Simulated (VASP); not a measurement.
# Vibrations of BN (Qingsongite): a test of the settings, part 2 of 2

How far do the zone-centre frequencies of BN (Qingsongite) depend on the numerical settings? The starting structure is a measured crystal structure from the Crystallography Open Database.

VASP 6.6.1.

Results so far: reference T2 1067.2 cm⁻¹.

## (3) Modes with an 8×8×8 mesh

Level of this step: LDA; plane waves and PAW (N, B) (VASP).

Against step 2 the input has an 8×8×8 mesh.

INCAR reads:

```
SYSTEM = BN
PREC = Accurate
ENCUT = 520
EDIFF = 1E-08
NELM = 100
ISMEAR = 0
SIGMA = 0.03
LREAL = .FALSE.
ALGO = Normal
GGA = CA
NBANDS = 10
LORBIT = 11
LWAVE = .FALSE.
LCHARG = .FALSE.
KPAR = 2
IBRION = 8
LEPSILON = .TRUE.
ISIF = 2
```

POSCAR reads:

```
BN
1.0
    0.0000000000      1.7917290351      1.7917290351
    1.7917290351      0.0000000000      1.7917290351
    1.7917290351      1.7917290351      0.0000000000
N B
1 1
Direct
    0.7500000000      0.7500000000      0.7500000000
    0.0000000000      0.0000000000      0.0000000000
```

KPOINTS reads:

```
Automatic mesh
0
Gamma
8 8 8
0 0 0
```

The projector-augmented-wave data sets are N and B (LDA family, release 64).

Run with:

```sh
$ mpirun -np 2 vasp_std
```

Log:

```text
[... set-up lines as in an earlier step ...]
 entering main loop
       N       E                     dE             d eps       ncg     rms          rms(c)
DAV:   1     0.558746243401E+01    0.55875E+01   -0.49606E+03   620   0.777E+02
DAV:   2    -0.201465360569E+02   -0.25734E+02   -0.25138E+02   692   0.153E+02
DAV:   3    -0.205929824977E+02   -0.44645E+00   -0.44554E+00   678   0.168E+01
DAV:   4    -0.205935280984E+02   -0.54560E-03   -0.54560E-03   630   0.688E-01
[...]
DAV:  11    -0.194136738588E+02   -0.47069E-06   -0.16342E-06   650   0.925E-03    0.604E-03
DAV:  12    -0.194136737962E+02    0.62602E-07   -0.46948E-07   644   0.426E-03    0.217E-04
DAV:  13    -0.194136737971E+02   -0.95645E-09   -0.73220E-09   366   0.864E-04
   1 F= -.19413674E+02 E0= -.19413674E+02  d E =-.976748E-20
 Linear response reoptimize wavefunctions to high precision
DAV:   1    -0.194136737972E+02   -0.78444E-10   -0.18390E-10   406   0.156E-04
 Linear response G [H, r] |phi>, progress :
  Direction:   1
       N       E                     dE             d eps       ncg     rms
[...]
RMM:  11    -0.227131346214E+00   -0.38539E-08    0.15103E-07  2169   0.111E-05    0.212E-08
 first order change of Fermi-energy   0.25251E-03
 force on displaced ion       1 direction 1 : -25.535  -0.000  -0.000
 Born effective charge ion    1 direction 1 :  -1.878   0.000   0.000
 Linear response progress:
  Degree of freedom:   2/  2
       N       E                     dE             d eps       ncg     rms          rms(c)
RMM:   1    -0.422651579926E-01   -0.42265E-01   -0.29033E-02  4749   0.134E+00
RMM:   2    -0.360884651299E-01    0.61767E-02    0.20366E-03  2905   0.241E-01    0.148E-01
RMM:   3    -0.362575574789E-01   -0.16909E-03    0.49671E-04  3005   0.784E-02    0.829E-02
RMM:   4    -0.365590147683E-01   -0.30146E-03    0.29628E-04  3015   0.892E-02    0.763E-03
[...]
RMM:   9    -0.365892213244E-01    0.54505E-07   -0.44609E-07  3182   0.119E-05    0.863E-07
RMM:  10    -0.365892148028E-01    0.65217E-08   -0.39032E-07  2159   0.491E-06    0.345E-07
RMM:  11    -0.365892145321E-01    0.27071E-09   -0.40939E-07  1771   0.491E-06    0.124E-08
 first order change of Fermi-energy  -0.10803E-04
 force on displaced ion       2 direction 1 : -25.547   0.000   0.000
 Born effective charge ion    2 direction 1 :   1.873   0.000   0.000
 Born effective charges drift removed
 Linear response finished
```

It took 23 s on 2 MPI ranks of Intel Xeon 6975P-C (Granite Rapids), shared host; peak memory 0.29 GiB; 43 s of CPU time.

From OUTCAR (step 3):

```text
  Total        0.0004199      0.0004199      0.0004199     -0.0000000     -0.0000000      0.0000000
  in kB        0.0584804      0.0584804      0.0584804     -0.0000000     -0.0000000      0.0000000
  external PRESSURE =       0.0584804 kB  Pullay stress =       0.0000000 kB

 POSITION                                       TOTAL-FORCE (eV/Angst)
 -----------------------------------------------------------------------------------
      2.68759      2.68759      2.68759         0.000000      0.000000      0.000000
      0.00000      0.00000      0.00000        -0.000000     -0.000000     -0.000000
 -----------------------------------------------------------------------------------
    total drift:                                0.000000      0.000000      0.000000

 MACROSCOPIC STATIC DIELECTRIC TENSOR (including local field effects in DFT)
 ------------------------------------------------------
           4.581074    -0.000000    -0.000000
           0.000000     4.581074    -0.000000
          -0.000000    -0.000000     4.581074
 ------------------------------------------------------

 MACROSCOPIC STATIC DIELECTRIC TENSOR IONIC CONTRIBUTION
 ------------------------------------------------------
           2.166661    -0.000000     0.000000
          -0.000000     2.166661    -0.000000
           0.000000    -0.000000     2.166661
 ------------------------------------------------------

[... 1 part as in an earlier step ...]

[... 1 further part left out ...]
```

With an 8×8×8 mesh the mode is T2 1067.0 cm⁻¹, -0.2 cm⁻¹ from the reference.

## (4) Modes with a cutoff of 400 eV

Against step 2 the input has ENCUT = 400.

INCAR: that of step 3 with these lines changed.

```diff
@@ -2,3 +2,3 @@
 PREC = Accurate
-ENCUT = 520
+ENCUT = 400
 EDIFF = 1E-08
```

POSCAR is that of step 3.

KPOINTS reads:

```
Automatic mesh
0
Gamma
14 14 14
0 0 0
```

Run with:

```sh
$ mpirun -np 2 vasp_std
```

Log:

```text
[... set-up lines as in an earlier step ...]
 entering main loop
       N       E                     dE             d eps       ncg     rms          rms(c)
DAV:   1    -0.640409166563E+00   -0.64041E+00   -0.45759E+03  2290   0.655E+02
DAV:   2    -0.203464317058E+02   -0.19706E+02   -0.19341E+02  2448   0.130E+02
DAV:   3    -0.205753446668E+02   -0.22891E+00   -0.22865E+00  2436   0.117E+01
DAV:   4    -0.205755685142E+02   -0.22385E-03   -0.22384E-03  2236   0.435E-01
[...]
DAV:  11    -0.194132030962E+02   -0.48890E-06   -0.14960E-06  2290   0.872E-03    0.578E-03
DAV:  12    -0.194132030397E+02    0.56512E-07   -0.45647E-07  2300   0.410E-03    0.232E-04
DAV:  13    -0.194132030416E+02   -0.19345E-08   -0.72753E-09  1320   0.832E-04
   1 F= -.19413203E+02 E0= -.19413203E+02  d E =-.881110E-14
 Linear response reoptimize wavefunctions to high precision
DAV:   1    -0.194132030419E+02   -0.24124E-09   -0.15920E-10  1420   0.128E-04
DAV:   2    -0.194132030419E+02    0.23761E-10   -0.39495E-12  1142   0.212E-05
 Linear response G [H, r] |phi>, progress :
  Direction:   1
[...]
RMM:  11    -0.226743350596E+00    0.27228E-09    0.17025E-07  8536   0.138E-05    0.220E-08
 first order change of Fermi-energy   0.15206E-03
 force on displaced ion       1 direction 1 : -25.633   0.000   0.000
 Born effective charge ion    1 direction 1 :  -1.866   0.000   0.000
 Linear response progress:
  Degree of freedom:   2/  2
       N       E                     dE             d eps       ncg     rms          rms(c)
RMM:   1    -0.420576877122E-01   -0.42058E-01   -0.26907E-02 21786   0.133E+00
RMM:   2    -0.362323999920E-01    0.58253E-02    0.58407E-04 13194   0.234E-01    0.147E-01
RMM:   3    -0.362905023742E-01   -0.58102E-04    0.16690E-04 13659   0.774E-02    0.826E-02
RMM:   4    -0.365865461696E-01   -0.29604E-03    0.32511E-05 13654   0.885E-02    0.758E-03
[...]
RMM:   9    -0.365904986538E-01    0.50507E-07   -0.22217E-06 14486   0.141E-05    0.873E-07
RMM:  10    -0.365904932153E-01    0.54385E-08   -0.21704E-06  9228   0.720E-06    0.318E-07
RMM:  11    -0.365904872149E-01    0.60004E-08   -0.21044E-06  7011   0.722E-06    0.123E-08
 first order change of Fermi-energy  -0.14383E-04
 force on displaced ion       2 direction 1 : -25.625   0.000   0.000
 Born effective charge ion    2 direction 1 :   1.874   0.000   0.000
 Born effective charges drift removed
 Linear response finished
```

Elapsed: 76 s, on 2 MPI ranks; peak memory 0.36 GiB.

OUTCAR, selected parts (step 4):

```text
  Total       -0.4617407     -0.4617407     -0.4617407      0.0000000      0.0000000      0.0000000
  in kB      -64.3075113    -64.3075113    -64.3075113      0.0000000      0.0000000      0.0000000
  external PRESSURE =     -64.3075113 kB  Pullay stress =       0.0000000 kB

 MACROSCOPIC STATIC DIELECTRIC TENSOR (including local field effects in DFT)
 ------------------------------------------------------
           4.565253    -0.000000     0.000000
          -0.000000     4.565253     0.000000
           0.000000     0.000000     4.565253
 ------------------------------------------------------

 MACROSCOPIC STATIC DIELECTRIC TENSOR IONIC CONTRIBUTION
 ------------------------------------------------------
           2.146867    -0.000000     0.000000
          -0.000000     2.146867    -0.000000
           0.000000    -0.000000     2.146867
 ------------------------------------------------------

[... 2 parts as in an earlier step ...]

[... 1 further part left out ...]
```

With a cutoff of 400 eV the mode is T2 1068.8 cm⁻¹, +1.6 cm⁻¹ from the reference.

## (5) Modes with a 20×20×20 mesh

Against step 2 the input has a 20×20×20 mesh.

INCAR: that of step 4 with these lines changed.

```diff
@@ -2,3 +2,3 @@
 PREC = Accurate
-ENCUT = 400
+ENCUT = 520
 EDIFF = 1E-08
```

POSCAR is that of step 4.

KPOINTS reads:

```
Automatic mesh
0
Gamma
20 20 20
0 0 0
```

Run with:

```sh
$ mpirun -np 2 vasp_std
```

Log:

```text
[... set-up lines as in an earlier step ...]
 entering main loop
       N       E                     dE             d eps       ncg     rms          rms(c)
DAV:   1     0.682466471638E+01    0.68247E+01   -0.50771E+03  5312   0.792E+02
DAV:   2    -0.201861522163E+02   -0.27011E+02   -0.26229E+02  6098   0.155E+02
DAV:   3    -0.205931450804E+02   -0.40699E+00   -0.40613E+00  6000   0.166E+01
DAV:   4    -0.205936049761E+02   -0.45990E-03   -0.45989E-03  5504   0.665E-01
[...]
DAV:  11    -0.194139320652E+02   -0.47173E-06   -0.17120E-06  5714   0.941E-03    0.612E-03
DAV:  12    -0.194139319987E+02    0.66573E-07   -0.48565E-07  5622   0.434E-03    0.227E-04
DAV:  13    -0.194139319997E+02   -0.10217E-08   -0.77548E-09  3246   0.890E-04
   1 F= -.19413932E+02 E0= -.19413932E+02  d E =-.274451E-17
 Linear response reoptimize wavefunctions to high precision
DAV:   1    -0.194139319998E+02   -0.89017E-10   -0.19351E-10  3490   0.160E-04
 Linear response G [H, r] |phi>, progress :
  Direction:   1
       N       E                     dE             d eps       ncg     rms
[...]
RMM:  11    -0.227121129277E+00   -0.80264E-10   -0.89775E-08 26272   0.719E-05    0.231E-08
 first order change of Fermi-energy   0.10542E-03
 force on displaced ion       1 direction 1 : -25.543   0.000   0.000
 Born effective charge ion    1 direction 1 :  -1.874   0.000   0.000
 Linear response progress:
  Degree of freedom:   2/  2
       N       E                     dE             d eps       ncg     rms          rms(c)
RMM:   1    -0.418307465199E-01   -0.41831E-01   -0.24836E-02 59865   0.134E+00
RMM:   2    -0.362908594632E-01    0.55399E-02   -0.83842E-05 35918   0.239E-01    0.148E-01
RMM:   3    -0.362925756665E-01   -0.17162E-05    0.32582E-05 37434   0.783E-02    0.829E-02
RMM:   4    -0.365828369732E-01   -0.29026E-03   -0.48616E-05 37432   0.892E-02    0.763E-03
[...]
RMM:   9    -0.365783859830E-01    0.51917E-07    0.10709E-06 39809   0.313E-05    0.864E-07
RMM:  10    -0.365783864019E-01   -0.41894E-09    0.10630E-06 25891   0.242E-05    0.337E-07
RMM:  11    -0.365783861644E-01    0.23750E-09    0.10736E-06 21156   0.242E-05    0.134E-08
 first order change of Fermi-energy  -0.24055E-05
 force on displaced ion       2 direction 1 : -25.554  -0.000  -0.000
 Born effective charge ion    2 direction 1 :   1.874   0.000   0.000
 Born effective charges drift removed
 Linear response finished
```

It took 3 min on 2 MPI ranks; peak memory 0.83 GiB; 5.9 min of CPU time.

OUTCAR, selected parts (step 5):

```text
  Total        0.0001167      0.0001167      0.0001167      0.0000000     -0.0000000      0.0000000
  in kB        0.0162486      0.0162486      0.0162486      0.0000000     -0.0000000      0.0000000
  external PRESSURE =       0.0162486 kB  Pullay stress =       0.0000000 kB

 MACROSCOPIC STATIC DIELECTRIC TENSOR (including local field effects in DFT)
 ------------------------------------------------------
           4.565895     0.000000     0.000000
           0.000000     4.565895    -0.000000
           0.000000     0.000000     4.565895
 ------------------------------------------------------

 MACROSCOPIC STATIC DIELECTRIC TENSOR IONIC CONTRIBUTION
 ------------------------------------------------------
           2.162202     0.000000     0.000000
           0.000000     2.162202     0.000000
           0.000000     0.000000     2.162202
 ------------------------------------------------------

[... 2 parts as in an earlier step ...]

[... 1 further part left out ...]
```

With a 20×20×20 mesh the mode is T2 1067.2 cm⁻¹, as with the reference.

## (6) Modes with finite displacements

Against step 2 the input has IBRION = 6, NFREE = 2, POTIM = 0.015 and no LEPSILON (also changed: NSW).

INCAR: that of step 5 with these lines changed.

```diff
@@ -15,4 +15,6 @@
 KPAR = 2
-IBRION = 8
-LEPSILON = .TRUE.
+IBRION = 6
+NFREE = 2
+POTIM = 0.015
+NSW = 1
 ISIF = 2
```

POSCAR is that of step 5.

KPOINTS reads:

```
Automatic mesh
0
Gamma
14 14 14
0 0 0
```

Run with:

```sh
$ mpirun -np 2 vasp_std
```

Log:

```text
[... set-up lines as in an earlier step ...]
 entering main loop
       N       E                     dE             d eps       ncg     rms          rms(c)
[... 13 cycles as in an earlier step ...]
   1 F= -.19413939E+02 E0= -.19413939E+02  d E =-.800194E-17
[...]
2 F= -.19411066E+02 E0= -.19411066E+02  d E =-.234386E-22
[...]
3 F= -.19411066E+02 E0= -.19411066E+02  d E =-.234765E-22
[...]
4 F= -.19411065E+02 E0= -.19411065E+02  d E =-.233954E-22
[...]
5 F= -.19411065E+02 E0= -.19411065E+02  d E =-.233141E-22
 Finite differences progress:
  Degree of freedom:   2/  2
  Displacement:        2/  2
  Total:               4/  4
```

It took 38 s on 2 MPI ranks; peak memory 0.37 GiB; 73 s of CPU time.

From OUTCAR (step 6):

```text
  Total        0.0033932      0.0062442      0.0062442      0.0000000      0.0426529      0.0000000
  in kB        0.4725737      0.8696454      0.8696454      0.0000000      5.9403548      0.0000000
  external PRESSURE =       0.7372881 kB  Pullay stress =       0.0000000 kB

 POSITION                                       TOTAL-FORCE (eV/Angst)
 -----------------------------------------------------------------------------------
      2.68759      2.68759      2.68759        -0.383135     -0.000000     -0.000000
     -0.01500      0.00000      0.00000         0.383135      0.000000      0.000000
 -----------------------------------------------------------------------------------
    total drift:                                0.000122      0.000001      0.000001

  FREE ENERGIE OF THE ION-ELECTRON SYSTEM (eV)
  ---------------------------------------------------
  free  energy   TOTEN  =       -19.4110646236 eV

  energy  without entropy=      -19.4110646236  energy(sigma->0) =      -19.41106462

[... 2 parts as in an earlier step ...]

[... 1 further part left out ...]
[key lines of the parts left out:]
E-fermi :   8.0481
```

The last energy, forces and stress in OUTCAR belong to the last displaced cell, not to that of POSCAR.

With finite displacements the mode is T2 1067.0 cm⁻¹, -0.2 cm⁻¹ from the reference.

## (7) Comparison

```tsv
run	T2	method	core minutes
reference	1067.2	perturbation theory	3.1
an 8×8×8 mesh	1067.0	perturbation theory	0.767
a cutoff of 400 eV	1068.8	perturbation theory	2.53
a 20×20×20 mesh	1067.2	perturbation theory	5.9
finite displacements	1067.0	finite displacements	1.27
```

Modes are in cm⁻¹, degenerate ones as one, matched between runs by symmetry and order. A number in brackets counts the listed modes of one symmetry from the lowest. The symmetry labels come from an automatic analysis and can be wrong where levels nearly coincide. Core minutes are wall time times ranks of the run shown, on a shared host.

## (8) Summary of results

* T2, reference: 1067.2 cm⁻¹
* T2, an 8×8×8 mesh: 1067.0 cm⁻¹
* T2, a cutoff of 400 eV: 1068.8 cm⁻¹
* T2, a 20×20×20 mesh: 1067.2 cm⁻¹
* T2, finite displacements: 1067.0 cm⁻¹

What this shows: The largest change comes with a cutoff of 400 eV: +1.6 cm⁻¹ in T2. On finer settings the modes change by less than 0.1 cm⁻¹ with a 20×20×20 mesh. Other changes move the modes by more: +1.6 cm⁻¹ in T2 with a cutoff of 400 eV. The dielectric constants and Born charges in the logs aren't compared here; at a small gap they can be far off, and in a run without a gap they mean nothing. The frequencies are harmonic, and the splitting of polar modes by their long-range field is left out. Further runs on this material are not shown.

[Lines on the potential files, build, host, timing and source positions are cut from VASP's logs without a mark.]

[Logs are printed without paths, hosts, clocks, repeated set-up lines and the standing remarks that a program may print on its own settings, such as how far it seeks lower states.]

[Hosts, paths, dates, database ids (printed as entryN), source tags and the programs' standing remarks are cut or masked in the printed files.]
